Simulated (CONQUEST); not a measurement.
The system is BaTiO3.

```
Ba Ti O
1.0
     4.00600    0.00000    0.00000
     0.00000    4.00600    0.00000
     0.00000    0.00000    4.00600
Ba Ti O
1 1 3
Cartesian
  2.0030 2.0030 2.0030
  0.0000 0.0000 0.0000
  2.0030 0.0000 0.0000
  0.0000 2.0030 0.0000
  0.0000 0.0000 2.0030
```

```yaml
Program: CONQUEST 1.3
Task: single point
Functional: PBEsol
Potentials_or_basis: PseudoDojo NC PBEsol, DZP, grid cutoff 150 Ha
k_mesh: 7 × 7 × 7
Occupations: fermi-dirac, width 0.05 eV
Spin: no spin polarisation
```

On this cell: pressure -2.3 GPa; largest force zero by symmetry; band gap on the k mesh 1.67 eV, indirect (least direct gap 1.76 eV).

The same run follows on a disturbed copy (atoms moved at random, drawn with an rms of 0.05 Å):

```
Ba Ti O
1.0
     4.00600    0.00000    0.00000
     0.00000    4.00600    0.00000
     0.00000    0.00000    4.00600
Ba Ti O
1 1 3
Direct
  0.50628 0.49322 0.50042
  0.98907 0.99796 0.99993
  0.49317 0.00764 0.99662
  0.00679 0.49397 0.99974
  0.00855 0.99346 0.49738
```

Question: What does the disturbed cell give?

Answer: The energy moves by +7.7 meV/atom; pressure -2.6 GPa; largest force 0.779 eV/Å; band gap on the k mesh 1.68 eV, indirect (least direct gap 1.77 eV).

Forces in eV/Å, atoms in the order of the input:
```
Ba  -0.309  0.138 -0.040
Ti   0.244  0.038  0.054
O    0.712 -0.313  0.039
O   -0.311  0.184 -0.030
O   -0.334 -0.022  0.036
```

Stress tensor (GPa, compression positive):
```
-2.84  0.08 -0.07
 0.08 -2.51 -0.10
-0.07 -0.10 -2.57
```

The forces don't sum to zero, so they hold noise of the program's grid.

Caveats: spin-orbit coupling is left out, which moves the levels of the heavy elements; an odd mesh through Γ misses points on the zone boundary, where band edges often lie; the basis of atomic orbitals isn't converged, which shifts pressures, moduli and gaps.
